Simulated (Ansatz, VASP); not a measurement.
**One calculation of AgCl, two programs**

File INCAR:

```
PREC = Accurate ; ENCUT = 520
EDIFF = 1E-6 ; ISMEAR = 0
SIGMA = 0.03 ; LREAL = F
LASPH = T ; NELM = 60
ALGO = Normal ; ISIF = 2
LWAVE = F ; LCHARG = F
GGA = CA ; NBANDS = 26
```

Contents of KPOINTS:

```
Automatic mesh
0
Gamma
  10 10 10
```

POSCAR

```
AgCl
1.0
    1.8124050585     -5.3828366473      0.0000000000
    1.8124050585      5.3828366473      0.0000000000
    0.0000000000      0.0000000000      4.1814629773
Ag Cl
2 2
Direct
    0.3965554000      0.6034446000      0.7500000000
    0.6034446000      0.3965554000      0.2500000000
    0.8654487300      0.1345512700      0.2500000000
    0.1345512700      0.8654487300      0.7500000000
```

Input for Ansatz:

```yaml
crystal:
  lattice:
    - [1.8124050585, -5.3828366473, 0.0]
    - [1.8124050585, 5.3828366473, 0.0]
    - [0.0, 0.0, 4.1814629773]
  atoms:
    - { symbol: Ag, position: [0.3965554, 0.6034446, 0.75] }
    - { symbol: Ag, position: [0.6034446, 0.3965554, 0.25] }
    - { symbol: Cl, position: [0.86544873, 0.13455127, 0.25] }
    - { symbol: Cl, position: [0.13455127, 0.86544873, 0.75] }
basis:
  ecutwfc: 420
kpoints:
  mp_grid: { grid: [10, 10, 10] }
hamiltonian:
  xc: lda
scf:
  occupations: { method: gaussian, width: 0.03 }
output:
  forces: true
  stress: true
  eigenvalues: true
```

Alike in both runs: task single point; functional LDA; k mesh 10 × 10 × 10; occupations gaussian, width 0.03 eV; no spin polarisation.

```csv
,VASP,Ansatz
version,VASP 6.6.1,Ansatz 0.2.0
potentials or method,"VASP PAW LDA potentials, release 64 (Ag, Cl)","scalar-relativistic, plane waves, PAW"
plane-wave cutoff (eV),520,420
valence electrons in the cell,36,52
```

|  | VASP | Ansatz | Ansatz less VASP |
| --- | --- | --- | --- |
| gap on the k mesh at the Fermi level (eV) | 0.27 | 0.24 | -0.030 |
| least direct gap on the mesh (eV) | 1.48 | 1.45 | -0.032 |
| pressure (GPa) | -6.5 | -6.5 | 0.00 |
| largest component of the traceless stress (GPa) | 1.56 | 1.58 | +0.022 |
| rms of the force components (eV/Å) | 0.031 | 0.030 | -0.0011 |

Atom by atom the forces differ by 0.002 eV/Å (rms over components). The two sets of potentials don't hold the same shells in valence.
